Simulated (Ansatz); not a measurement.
The system is MgSi.

```xyz
2
Lattice="2.9084 0.0000 0.0000 0.0000 2.9084 0.0000 0.0000 0.0000 4.1034" Properties=species:S:1:pos:R:3 pbc="T T T"
Si    1.4542    1.4542    2.0517
Mg    0.0000    0.0000    0.0000
```

The cell comes from a database or a generator and needn't be the stable form of this composition.

- Program: Ansatz 0.2.0
- Task: relaxation of cell and atoms
- Functional: BLYP
- Potentials or basis: Ansatz PAW
- Cutoff: 420 eV (not typed: the program's choice for these potentials)
- k mesh: 9 × 9 × 7
- Occupations: fermi-dirac, width 0.05 eV
- Spin: no spin polarisation

At the start: volume 17.35 Å³/atom.

Question: Where does the relaxation end?

Answer: It ends after 5 steps and the volume is 18.54 Å³/atom (+6.8 %); space group P4/mmm (No. 123, to 0.05 Å).

The path:
| step | energy change (eV) | largest force (eV/Å) | volume (Å³) |
| --- | --- | --- | --- |
| 1 | 0.0000 | 0.0000 | 34.71 |
| 2 | -0.0780 | 0.0000 | 36.65 |
| 3 | -0.0789 | 0.0000 | 37.12 |
| 4 | -0.0789 | 0.0000 | 37.09 |
| 5 | -0.0795 | 0.0000 | 37.09 |

Final structure:
```cif
data_structure
_symmetry_space_group_name_H-M 'P 1'
_symmetry_Int_Tables_number 1
_cell_length_a 3.0681
_cell_length_b 3.0681
_cell_length_c 3.9398
_cell_angle_alpha 90.000
_cell_angle_beta 90.000
_cell_angle_gamma 90.000
_cell_volume 37.09
loop_
_atom_site_label
_atom_site_type_symbol
_atom_site_fract_x
_atom_site_fract_y
_atom_site_fract_z
_atom_site_occupancy
Si1 Si 0.50000 0.50000 0.50000 1
Mg1 Mg 0.00000 0.00000 0.00000 1
```

Caveat: the plane-wave basis is chosen anew once the cell has moved, so the energies of steps on either side of that aren't comparable; the PAW data sets come from PBE, with cores solved anew for the run's functional, which leaves a small shift of forces and pressure.
